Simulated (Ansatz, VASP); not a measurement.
# Two plane-wave programs on I

```
CELL_PARAMETERS angstrom
0.00000 2.36560 3.90984
2.19225 0.00000 3.90984
2.19225 2.36560 0.00000
ATOMIC_POSITIONS crystal
I 0.00000 0.00000 0.00000
```

Alike in both runs: task single point; functional PBEsol; k mesh 6 × 6 × 6; occupations gaussian, width 0.1 eV; no spin polarisation.

|  | VASP | Ansatz |
| --- | --- | --- |
| version | VASP 6.6.1 | Ansatz 0.2.0 |
| potentials or method | VASP PAW PBE potentials, release 64 (I) | scalar-relativistic, plane waves, PAW |
| plane-wave cutoff (eV) | 520 | 420 |
| valence electrons in the cell | 7 | 17 |

Ansatz gave:

```
gap on the k mesh at the Fermi level (eV)       : none
pressure (GPa)                                  : -1.3
largest component of the traceless stress (GPa) : 0.95
```

**Question.** Which values does VASP return?

**Answer.** gap on the k mesh at the Fermi level (eV): none; pressure (GPa): -1.3; largest component of the traceless stress (GPa): 0.96.

A gap of «none» marks a metal or a gap that the smearing closes. The functional is the same, so the differences come from potentials, cutoffs and numerics. The two sets of potentials don't hold the same shells in valence.

Caveats: the PAW data sets were made with another functional, which shifts forces and pressure a little (VASP); an odd number of electrons without spin polarisation forces a metal; a magnetic or distorted state may lie lower. Spin-orbit coupling is left out, which matters for the levels of I.
